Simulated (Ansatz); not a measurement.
**Where the states of CoO lie**

```xyz
2
Lattice="0.0000 2.1315 2.1315 2.1315 0.0000 2.1315 2.1315 2.1315 0.0000" Properties=species:S:1:pos:R:3 pbc="T T T"
Co    0.0000    0.0000    0.0000
O     2.1315    2.1315    2.1315
```

The conventional cell has a = 4.263 Å, b = 4.263 Å, c = 4.263 Å, α = 90.00°, β = 90.00°, γ = 90.00°. Around Co (atom 1) lie 6 O at 2.13 Å. O (atom 2) is surrounded by 6 Co at 2.13 Å.

The geometry is COD entry 1533087, unchecked; take it as a test cell.

Semilocal functionals without U often leave such compounds metallic or with too small a gap, and the real magnetic order may differ.

Other magnetic orders may lie lower; this is the state that the run reached.

Level of theory: DFT, PBEsol, all-electron LAPW, scalar-relativistic in Ansatz 0.2.0.

The runs use a Γ-centred 16×16×16 k mesh, Fermi–Dirac smearing of 0.05 eV, basis error target 0.5 meV/atom, spin-polarised from start moments Co1 2 μB, ending with a cell moment of 2.96 μB.

Task: Which of the resolved shells contributes most within 0.3 eV of the Fermi level?

Result: Co 3d, with 90 % of all states there; O 2p follows with 9 %.

Task: Where is the centre of the filled Co 3d states between -14 eV and the top of the filled states?

Result: -2.32 eV from the Fermi level.

Task: Tabulate the density of states.

Result: States per eV and cell, averaged over 0.4 eV, from -8.2 to 6.0 eV, with energies (bin centres) from the Fermi level; empty bins are left out. The partial columns, the largest 4 alone, are projections on Löwdin-orthogonalised atomic shells (those that the program's projection atoms carry: the occupied ones and, for some elements, an empty d or f shell; other empty shells have no column), summed over atoms of an element and both spins. Weights on diffuse s and p shells depend on that basis and aren't pure angular character.
| E (eV) | spin-up | spin-down | Co 3d | O 2p | Co 4s | O 2s |
| --- | --- | --- | --- | --- | --- | --- |
| -8.1 | 0.14 | 0.00 | 0.02 | 0.08 | 0.03 | 0.00 |
| -7.7 | 0.36 | 0.04 | 0.07 | 0.25 | 0.07 | 0.00 |
| -7.3 | 0.93 | 0.22 | 0.19 | 0.76 | 0.17 | 0.01 |
| -6.9 | 0.73 | 0.47 | 0.17 | 0.86 | 0.14 | 0.01 |
| -6.5 | 0.29 | 1.08 | 0.17 | 1.01 | 0.14 | 0.02 |
| -6.1 | 1.76 | 0.38 | 0.71 | 1.34 | 0.05 | 0.01 |
| -5.7 | 1.49 | 0.35 | 0.64 | 1.13 | 0.03 | 0.01 |
| -5.3 | 0.86 | 0.63 | 0.42 | 1.01 | 0.02 | 0.01 |
| -4.9 | 0.58 | 0.96 | 0.41 | 1.09 | 0.02 | 0.01 |
| -4.5 | 0.27 | 1.89 | 0.55 | 1.57 | 0.01 | 0.00 |
| -4.1 | 0.09 | 0.91 | 0.20 | 0.77 | 0.00 | 0.00 |
| -3.7 | 0.14 | 0.36 | 0.18 | 0.31 | 0.00 | 0.00 |
| -3.3 | 0.56 | 0.15 | 0.53 | 0.17 | 0.00 | 0.00 |
| -2.9 | 1.81 | 0.05 | 1.72 | 0.12 | 0.01 | 0.01 |
| -2.5 | 2.75 | 0.00 | 2.60 | 0.11 | 0.01 | 0.02 |
| -2.1 | 3.36 | 0.06 | 2.87 | 0.45 | 0.05 | 0.03 |
| -1.7 | 1.15 | 0.19 | 0.96 | 0.34 | 0.02 | 0.02 |
| -1.3 | 0.86 | 0.42 | 0.90 | 0.34 | 0.01 | 0.01 |
| -0.9 | 0.75 | 0.83 | 1.18 | 0.37 | 0.01 | 0.01 |
| -0.5 | 0.70 | 1.40 | 1.66 | 0.41 | 0.01 | 0.01 |
| -0.1 | 0.43 | 2.99 | 3.03 | 0.36 | 0.01 | 0.00 |
| 0.3 | 0.00 | 1.92 | 1.79 | 0.11 | 0.01 | 0.00 |
| 0.7 | 0.00 | 0.91 | 0.80 | 0.06 | 0.02 | 0.03 |
| 1.1 | 0.01 | 1.22 | 1.02 | 0.12 | 0.03 | 0.05 |
| 1.5 | 0.01 | 0.94 | 0.73 | 0.16 | 0.03 | 0.02 |
| 1.9 | 0.02 | 0.82 | 0.60 | 0.19 | 0.02 | 0.02 |
| 2.3 | 0.03 | 0.75 | 0.52 | 0.21 | 0.02 | 0.01 |
| 2.7 | 0.04 | 0.10 | 0.06 | 0.04 | 0.03 | 0.01 |
| 3.1 | 0.05 | 0.03 | 0.00 | 0.02 | 0.04 | 0.02 |
| 3.5 | 0.06 | 0.04 | 0.00 | 0.02 | 0.05 | 0.02 |
| 3.9 | 0.08 | 0.05 | 0.00 | 0.03 | 0.07 | 0.02 |
| 4.3 | 0.10 | 0.06 | 0.00 | 0.04 | 0.09 | 0.02 |
| 4.7 | 0.15 | 0.08 | 0.01 | 0.05 | 0.12 | 0.02 |
| 5.1 | 0.20 | 0.14 | 0.01 | 0.06 | 0.15 | 0.02 |
| 5.5 | 0.23 | 0.18 | 0.01 | 0.07 | 0.18 | 0.02 |
| 5.9 | 0.33 | 0.20 | 0.01 | 0.07 | 0.27 | 0.02 |
